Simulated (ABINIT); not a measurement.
ScAl3:

```
CELL_PARAMETERS angstrom
4.08781 0.00000 0.00000
0.00000 4.08781 0.00000
0.00000 0.00000 4.08781
ATOMIC_POSITIONS crystal
Sc 0.00000 0.00000 0.00000
Al 0.50000 0.50000 0.00000
Al 0.00000 0.50000 0.50000
Al 0.50000 0.00000 0.50000
```

The cell is a database's computed one.

Base run:

| Property | Result |
| --- | --- |
| Program | ABINIT 10.8.3 (patched build) |
| Functional | rPW86PBE |
| Potentials or basis | JTH PAW PBE v2.0 |
| Cutoff | 544 eV |
| k mesh | 7 × 7 × 7 |
| Occupations | fermi-dirac, width 0.05 eV |
| Spin | no spin polarisation |

Its results: band gap on the k mesh none (metal or under the smearing width); pressure 1.5 GPa.

Q: After a change of settings the same cell gave: band gap on the k mesh none (metal or under the smearing width); pressure 2.9 GPa. Which change was it?
A. functional from rPW86PBE to PBE; k mesh from 7 × 7 × 7 to 4 × 4 × 4
B. functional from rPW86PBE to RPBE
C. functional from rPW86PBE to AM05
D. functional from rPW86PBE to HCTH407

A: B.

Caveats: the PAW data sets were made with another functional, which shifts forces and pressure a little.

Not every run made on this cell is shown here.
